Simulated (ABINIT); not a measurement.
HgSe:

```
Hg Se
1.0
     0.00000    3.03900    3.03900
     3.03900    0.00000    3.03900
     3.03900    3.03900    0.00000
Hg Se
1 1
Direct
  0.00000 0.00000 0.00000
  0.75000 0.75000 0.75000
```

Base run:

- Program: ABINIT 10.8.3 (patched build)
- Functional: r2SCAN
- Potentials or basis: PseudoDojo NC SR PBE v0.4.1 standard
- Cutoff: 1415 eV
- k mesh: 6 × 6 × 6
- Occupations: fermi-dirac, width 0.05 eV
- Spin: no spin polarisation

Its results: band gap on the k mesh none (metal or under the smearing width); pressure 2.3 GPa.

Q: The run is repeated on the same cell with these changes: potentials or basis from PseudoDojo NC SR PBE v0.4.1 standard to Ansatz PAW PBE default generated set, frozen core; cutoff from 1415 eV to 490 eV. What comes out?

A: Band gap on the k mesh none (metal or under the smearing width); pressure 2.9 GPa.

Caveats: spin-orbit coupling is left out, which moves the levels of the heavy elements; a meta-GGA on potentials with a model core is unreliable (some runs); the potentials were made for another functional, which shifts forces and pressure (some runs); the PAW data sets were made with another functional, which shifts forces and pressure a little (some runs); the atomic spheres overlap (some runs).
